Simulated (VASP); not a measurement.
# S: equation of state with PBE

S:

```
S
1.0
     5.67805    0.00000    0.00000
     0.00000    5.67805    0.00000
     0.00000    0.00000    2.94962
S
4
Direct
  0.61661 0.38339 0.00000
  0.38339 0.61661 0.00000
  0.11661 0.11661 0.50000
  0.88339 0.88339 0.50000
```

This isn't the form of S at room conditions, which is orthorhombic, of S8 rings.

```json
{"Program": "VASP 6.6.1", "Task": "equation of state", "Functional": "PBE", "Potentials or basis": "VASP PAW PBE potentials, release 64 (S)", "Cutoff": "520 eV", "k mesh": "5 × 5 × 9", "Occupations": "fermi-dirac, width 0.05 eV", "Spin": "no spin polarisation"}
```

- Equilibrium volume: 24.69 Å³/atom
- Bulk modulus at fixed shape and positions: 50 GPa
- Pressure derivative of the bulk modulus: 4.4

Energy against volume, from the lowest point:
```csv
volume (Å³/atom),energy (meV/atom)
22.348,41.53
22.823,25.40
23.299,13.58
23.774,5.66
24.250,1.25
24.725,0.00
25.201,1.59
```

All runs of the series together: 3.7 min on 1 thread of Intel(R) Xeon(R) 6975P-C (Granite Rapids) (shared host).

Caveat: the cell was scaled at fixed shape and fractional positions, which overstates the stiffness of a crystal with free parameters, most of all of layers and chains.
